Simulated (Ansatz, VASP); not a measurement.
**One calculation of BaZrO3, two programs**

```xyz
5
Lattice="4.1246 0.0000 0.0000 0.0000 4.1246 0.0000 0.0000 0.0000 4.6534" Properties=species:S:1:pos:R:3 pbc="T T T"
Ba    2.0623    2.0623    2.3267
Zr    0.0000    0.0000    0.0000
O     2.0623    0.0000    0.0000
O     0.0000    2.0623    0.0000
O     0.0000    0.0000    2.3267
```

Alike in both runs: task single point; functional PBE; k mesh 6 × 6 × 6; occupations gaussian, width 0.05 eV; no spin polarisation.

```csv
,VASP,Ansatz
version,VASP 6.6.1,Ansatz 0.2.0
potentials or method,"VASP PAW PBE potentials, release 64 (Ba_sv, Zr_sv, O)","scalar-relativistic, plane waves, PAW"
plane-wave cutoff (eV),520,520
valence electrons in the cell,40,40
```

```csv
,VASP,Ansatz,Ansatz less VASP
gap on the k mesh at the Fermi level (eV),2.81,2.85,+0.032
least direct gap on the mesh (eV),3.13,3.16,+0.030
pressure (GPa),-2.5,-3.3,-0.83
largest component of the traceless stress (GPa),11.96,11.64,-0.319
```

Caveats: spin-orbit coupling is left out, which moves the levels of the heavy elements. A k mesh can miss the band edges.
